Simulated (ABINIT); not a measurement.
The system is GaAs.

```
As Ga
1.0
     0.00000    2.82685    2.82685
     2.82685    0.00000    2.82685
     2.82685    2.82685    0.00000
As Ga
1 1
Direct
  0.75000 0.75000 0.75000
  0.00000 0.00000 0.00000
```

Base run:

| Quantity | Value |
| --- | --- |
| Program | ABINIT 10.8.3 (patched build) |
| Functional | PBE |
| Potentials or basis | JTH PAW PBE v2.0 |
| Cutoff | 463 eV |
| k mesh | 8 × 8 × 8 |
| Occupations | fermi-dirac, width 0.05 eV |
| Spin | no spin polarisation |

Its results: band gap on the k mesh 0.51 eV, direct; pressure 3.2 GPa.

The run is repeated on the same cell with these changes: spin from no spin polarisation to spin-orbit coupling, no magnetisation. What comes out?

Band gap on the k mesh 0.40 eV, direct; pressure 3.2 GPa.

Spin-orbit coupling splits the band edges, which narrows the gap.
